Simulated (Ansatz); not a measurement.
The cell comes from COD entry 9007660, which wasn't checked; take it as a given geometry.

MoS2: DFT, LDA, PAW with Ansatz's default frozen-core files, scalar-relativistic (Ansatz 0.2.0).

Command: `ansatz run input.yaml --threads 2 --pin off --max-ram 8192MiB --backend cpu --events-out ev --progress --plain --runs-dir out` The run took 26 s on 2 threads of Arm Neoverse V2, on a shared host, peak memory 0.47 GiB.

```yaml
crystal:
  lattice:
    - [3.1610016016, 0.0, 0.0]
    - [-1.5805008008, 2.7375076884, 0.0]
    - [0.0, 0.0, 12.295]
  atoms:
    - { symbol: Mo, position: [0.3333333333, 0.6666666667, 0.25] }
    - { symbol: Mo, position: [0.6666666667, 0.3333333333, 0.75] }
    - { symbol: S, position: [0.3333333333, 0.6666666667, 0.6275] }
    - { symbol: S, position: [0.6666666667, 0.3333333333, 0.1275] }
    - { symbol: S, position: [0.3333333333, 0.6666666667, 0.8725] }
    - { symbol: S, position: [0.6666666667, 0.3333333333, 0.3725] }
kpoints:
  mp_grid: { grid: [10, 10, 3] }
  band_path:
    path:
      - [0.0, 0.0, 0.0]
      - [0.5, 0.0, 0.0]
      - [0.3333333333, 0.3333333333, 0.0]
      - [0.0, 0.0, 0.0]
      - [0.0, 0.0, 0.5]
      - [0.5, 0.0, 0.5]
      - [0.3333333333, 0.3333333333, 0.5]
      - [0.0, 0.0, 0.5]
      - [0.5, 0.0, 0.5]
    npoints: 14
scf:
  occupations: { method: fermi_dirac, width: 0.03 }
hamiltonian:
  xc: lda
  pseudopotentials: { kind: paw }
output:
  forces: true
  stress: true
  eigenvalues: true
  efg: { contact_densities: true }
  populations: true
  bader: true
  dos: { projected: true, de: 0.2, e_range: [-14, 8] }
  write_density: true
  write_potential: true
  elf: true
  volumetric_format: npy
```

Output:

```
Mo: output.efg is read without spin–orbit coupling, which moves field gradients at and beside such atoms by some per cent and up to a factor of two; PAW files take it under magnetization.noncollinear and magnetization.spin_orbit
Engine: ansatz 0.2.0
Pseudopotentials: kind: paw
Pseudopotential: Mo, paw, valence charge 14, recommended cutoff 420 eV (normal)
Pseudopotential: S, paw, valence charge 6, recommended cutoff 420 eV (normal)
Functional definition: SPW92
  exchange = slater_x
  correlation = pw_c
Crystal: 6 atoms, lattice volume = 106.392 Å³
Basis set: ecut = 420 eV, 2057 PW (Γ)
Bands: 32, of which v1, the nominal top of the filled ones, is band 26 counted from 1 (25 counted from 0)
Symmetry: 24 space group operations
Space group: P63/mmc (ITA 194), of the structure as read, at distance tolerance 4.7e-5 Å
k-points: 28 of 300
Non-local potential: Mo, projectors of the file, l = 0: 3, l = 1: 2, l = 2: 2, l = 3: 1
Non-local potential: S, projectors of the file, l = 0: 2, l = 1: 2, l = 2: 2
PAW form: soft (Blöchl's): semilocal exchange-correlation on the pseudo side does not see the compensation charge
PAW frozen core: Mo, regenerated for the run's functional, and the local potential with it (the file was generated under x = pbe(κ = 0.804, μ = 0.2195149727645171), c = pbe(β = 0.06672455060314922))
PAW frozen core: S, regenerated for the run's functional, and the local potential with it (the file was generated under x = pbe(κ = 0.804, μ = 0.2195149727645171), c = pbe(β = 0.06672455060314922))
PAW one-centre angular grid: Mo, 590 points (default); XC on 64 Gauss nodes
PAW one-centre angular grid: S, 110 points (default); XC on 64 Gauss nodes
Initial density: superposition of atomic densities (neutral atoms: chi_scale 0, normalization atom), corrected by the library's trained network
Initial wavefunctions: pseudopotential atomic-orbital guess
Functional: x = slater, c = lda
SCF iter   1: F=—  HF=-13169.690106 eV  |F-HF|=—  |Δ(HF+E_count)|=         —  Δρ=7.85e-3  dr2=3.66e-2  ethr=1.77e-3  ⟨swp⟩=7.0  Hψ=3961  notcnv=0
preconditioner: auto → Resta (q_TF=auto, 2.421 Å⁻¹)  ε∞=8.5  [insulator: Δε(μ)=0.801 eV  Ē_g=7.911 eV  σ=0.030 eV  W_gap=1.00  n_scr=26 (ndim 8)  ℏωp=21.6 eV  f_vac=0.025  D(μ)=0.00/eV (n_scr^D=0)  ε∞_Penn≈8.5]
SCF iter   2: F=—  HF=-13169.689460 eV  |F-HF|=—  |Δ(HF+E_count)|=   6.46e-4  Δρ=4.23e-3  dr2=6.87e-3  ethr=7.05e-5  ⟨swp⟩=2.5  Hψ=1711  notcnv=0  defer=35
SCF iter   3: F=—  HF=-13169.689657 eV  |F-HF|=—  |Δ(HF+E_count)|=   1.97e-4  Δρ=2.02e-3  dr2=1.98e-3  ethr=1.32e-5  ⟨swp⟩=1.6  Hψ=946  notcnv=0  defer=35
SCF iter   4: F=—  HF=-13169.689681 eV  |F-HF|=—  |Δ(HF+E_count)|=   2.47e-5  Δρ=2.01e-4  dr2=1.38e-4  ethr=3.80e-6  ⟨swp⟩=2.3  Hψ=1314  notcnv=0  defer=35
SCF iter   5: F=—  HF=-13169.689673 eV  |F-HF|=—  |Δ(HF+E_count)|=   8.10e-6  Δρ=5.03e-5  dr2=3.21e-6  ethr=2.66e-7  ⟨swp⟩=2.0  Hψ=1220  notcnv=0  defer=35
SCF iter   6: F=—  HF=-13169.689675 eV  |F-HF|=—  |Δ(HF+E_count)|=   2.23e-6  Δρ=1.36e-5  dr2=2.95e-7  ethr=6.17e-9  ⟨swp⟩=2.0  Hψ=1280  notcnv=0  defer=35
SCF iter   7: F=-13169.689675 eV  HF=-13169.689675 eV  |F-HF|=2.00e-9  |Δ(HF+E_count)|=   8.08e-8  Δρ=2.84e-6  dr2=9.13e-9  ethr=1.92e-10  ⟨swp⟩=12.0  Hψ=6028  notcnv=0
SCF 1 converged in 7 iterations: F = -13169.689675 eV  dr2 = 9.13e-9
  greatest PAW one-centre occupation: 0.999 electrons in one spin orbital (limit 2), on the Mo atom at site 1 (counted from 0), in its partial waves of l = 0
NSCF: frozen V_eff on 113 k-points
SCF converged after 7 iterations
Free energy (F): -13169.689675 eV
Harris-Foulkes:  -13169.689675 eV  (|F-HF|=2.00e-9)
Internal energy: -13169.689675 eV  (E = F + TS)
E sigma→0 (E₀):  -13169.689675 eV
Entropy (-TS):   -0.000000 eV (-0.000 meV/atom)
Fermi energy:    11.311287 eV
--- Per-component energies (eV) ---
  E_band       = -322.179289
  E_kinetic    = 1320.554571
  E_local      = -4095.950054  (includes V_loc(G=0)·N_el)
  E_nonlocal   = 412.973900
  E_hartree    = 1585.214200
  E_xc         = -753.976312
  E_vxc        = -813.585393  (∫ρ·V_xc dr)
  E_paw        = -8453.953219  (= ΣΔE_a)
  E_vpaw       = -316.603209  (= ΣTr[D̂ρ^β])
  E_aug_tail   = 0.000033  (compensation charges beyond the density's cutoff)
  E_ewald      = -3186.111217
  E_core_change = 1.558423  (= ΣΔE_core)
  E_smearing   = -0.000000  (= −TS)
  E_closure    = 0.000000  (closes the sum)
  Σ components = -13169.689675   (vs F -13169.689675, Δ=0.00e0)
--- Forces (eV/Å), atoms counted from 1 ---
  atom   1  Mo    -0.00000000    -0.00000000     0.00000000
  atom   2  Mo    -0.00000000     0.00000000     0.00000000
  atom   3  S     -0.00000000     0.00000000    -0.74725267
  atom   4  S      0.00000000    -0.00000000    -0.74725267
  atom   5  S      0.00000000     0.00000000     0.74725267
  atom   6  S     -0.00000000    -0.00000000     0.74725267
  max |Σ_I F_I| component: 1.11e-16 eV/Å
--- Stress (GPa, compression-positive) ---
       -1.245285      -0.000000       0.000000
       -0.000000      -1.245285       0.000000
        0.000000       0.000000       5.664558
  P = ⅓ Tr σ = 1.0580 GPa (10.580 kbar)
--- PAW observables at the nuclei: V_zz in 10²¹ V/m², potentials from the cell's mean, atoms counted from 1 ---
  atom   1  Mo V_zz =    -9.252869   η = 0.0000   by run symmetry: allowed
            electrostatic potential = -6351.575703 V   contact ρ = 592713.799037 e/Å³
  atom   2  Mo V_zz =    -9.252869   η = 0.0000   by run symmetry: allowed
            electrostatic potential = -6351.575703 V   contact ρ = 592713.799037 e/Å³
  atom   3  S  V_zz =    -6.298502   η = 0.0000   by run symmetry: allowed
            electrostatic potential = -1636.999821 V   contact ρ = 19607.383977 e/Å³
  atom   4  S  V_zz =    -6.298502   η = 0.0000   by run symmetry: allowed
            electrostatic potential = -1636.999821 V   contact ρ = 19607.383977 e/Å³
  atom   5  S  V_zz =    -6.298502   η = 0.0000   by run symmetry: allowed
            electrostatic potential = -1636.999821 V   contact ρ = 19607.383977 e/Å³
  atom   6  S  V_zz =    -6.298502   η = 0.0000   by run symmetry: allowed
            electrostatic potential = -1636.999821 V   contact ρ = 19607.383977 e/Å³
--- Band table (eV; the first three rows and the last of 28) ---
  k-point 0: bands = ["-50.5911", "-50.5911", "-24.8306", "-24.8306", "-24.6007", "-24.6007", "-24.6007", "-24.6007", "-4.3436", "-4.1318", "-2.8842", "-2.5014", "3.7295", "4.6649", "7.1205", "7.1205", "7.1298", "7.1298", "7.4185", "8.3291", "8.3291", "8.3648", "8.3648", "9.6401", "9.7503", "10.9434", "12.9004", "12.9004", "12.9153", "12.9153", "13.2454", "13.2454"]
  k-point 1: bands = ["-50.5911", "-50.5911", "-24.8306", "-24.8306", "-24.6007", "-24.6007", "-24.6007", "-24.6007", "-4.2983", "-4.1940", "-2.7812", "-2.5914", "3.9235", "4.3776", "7.1228", "7.1228", "7.1274", "7.1274", "7.8574", "8.3380", "8.3380", "8.3559", "8.3559", "8.7656", "10.4093", "10.8167", "12.9019", "12.9019", "12.9089", "12.9089", "13.2852", "13.2852"]
  k-point 2: bands = ["-50.5871", "-50.5871", "-24.8224", "-24.8223", "-24.6422", "-24.6422", "-24.6101", "-24.6100", "-4.1872", "-3.9772", "-2.8211", "-2.4561", "3.8973", "4.8241", "6.8089", "6.8275", "7.0115", "7.2825", "7.2977", "7.8428", "8.0917", "8.1326", "8.6101", "9.7459", "9.8110", "10.6241", "12.7236", "12.7973", "12.9020", "13.0486", "13.1200", "13.1575"]
  k-point 27: bands = ["-50.5436", "-50.5436", "-24.9370", "-24.9370", "-24.8403", "-24.8403", "-24.7343", "-24.7343", "-2.0518", "-2.0323", "-1.8976", "-1.8777", "4.4028", "4.4667", "4.9847", "5.0630", "6.0453", "6.0895", "6.3517", "6.4375", "7.0749", "7.2385", "8.0835", "8.2435", "9.8004", "9.8681", "11.7814", "11.8024", "13.0310", "13.4206", "13.6865", "13.7128"]
--- Löwdin populations: 6 sites ---
  site symbol       q [e]
     0     Mo     13.7293
     1     Mo     13.7293
     2      S      6.0300
     3      S      6.0300
     4      S      6.0300
     5      S      6.0300
  spilling = 0.008106 (of n_electrons = 52.000000)
--- Bader charges: 6 sites ---
  site symbol  charge [e]  shift [e]
     0     Mo      1.1743     0.0027
     1     Mo      1.1744     0.0027
     2      S     -0.5872     0.0013
     3      S     -0.5872     0.0013
     4      S     -0.5872     0.0013
     5      S     -0.5872     0.0013
  estimated error of the sums over rays = 7.2e-4 e
```

populations.tsv:

```
# site	symbol	l	j	q
# orbitals = lowdin
# n_electrons = 52.000000
# spilling = 0.008106
0	Mo	0_4S	-	1.964087
0	Mo	0_5S	-	0.518965
0	Mo	1_4P	-	5.992640
0	Mo	2_4D	-	5.253640
1	Mo	0_4S	-	1.964087
1	Mo	0_5S	-	0.518965
1	Mo	1_4P	-	5.992640
1	Mo	2_4D	-	5.253640
2	S	0_3S	-	1.750519
2	S	1_3P	-	4.279436
3	S	0_3S	-	1.750519
3	S	1_3P	-	4.279436
4	S	0_3S	-	1.750519
4	S	1_3P	-	4.279436
5	S	0_3S	-	1.750519
5	S	1_3P	-	4.279436
```

bader_charges.tsv:

```
# site	symbol	x_ang	y_ang	z_ang	partial_charge_e	electrons	volume_ang3	relative_density_drop	shared_charge_e	partial_wave_shift_e
# quadrature_error_electrons = 7.2e-4
0	Mo	0.0000	1.8250	3.0738	1.17435	40.82565	12.34	-	1.17435	0.00269
1	Mo	1.5805	0.9125	9.2213	1.17441	40.82559	12.34	-	1.17441	0.00269
2	S	0.0000	1.8250	7.7151	-0.58721	16.58721	20.43	-	-0.58721	0.00134
3	S	1.5805	0.9125	1.5676	-0.58717	16.58717	20.43	-	-0.58717	0.00134
4	S	0.0000	1.8250	10.7274	-0.58719	16.58719	20.43	-	-0.58719	0.00134
5	S	1.5805	0.9125	4.5799	-0.58718	16.58718	20.43	-	-0.58718	0.00134
```
